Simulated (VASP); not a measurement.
Input of a VASP 6.6.1 run:

Contents of INCAR:

```
SYSTEM = AgCl
PREC = Accurate
ENCUT = 600
EDIFF = 1E-8
ISMEAR = 0
SIGMA = 0.03
LREAL = .FALSE.
LASPH = .TRUE.
NELM = 80
ALGO = Normal
ISIF = 2
LWAVE = .FALSE.
LCHARG = .FALSE.
GGA = PE
LEPSILON = .TRUE.
```

File KPOINTS:

```
Automatic mesh
0
Monkhorst
  14 14 14
  0 0 0
```

File POSCAR:

```
AgCl                                    
1.0
    0.0000000000      2.8035473376      2.8035473376
    2.8035473376      0.0000000000      2.8035473376
    2.8035473376      2.8035473376      0.0000000000
  Ag              Cl            
     1     1
Direct
     1.0000000000000000    1.0000000000000000    0.0000000000000000
     0.5000000000000000    0.5000000000000000    0.5000000000000000
```

Potentials or basis: VASP PAW PBE potentials, release 64 (Ag, Cl).

Command:

```console
$ cat potpaw_PBE.64/Ag/POTCAR potpaw_PBE.64/Cl/POTCAR > POTCAR
$ mpirun -np 1 vasp_std > vasp.out
```

(1) What does it give for the electronic dielectric tensor (diagonal)?

(2) What does it give for the Born charges (mean of the diagonal)?

Answers

(1) 4.94.

(2) Ag +1.45; Cl -1.45 e.

**The experiment to reproduce.**

From a printed reference work, monograph, for a bulk crystal of AgCl: high-frequency dielectric constant 3.92.

Against the measured high-frequency dielectric constant of AgCl, 3.92 (a printed reference work, monograph), the calculated 4.94 is off by +26.1 %.
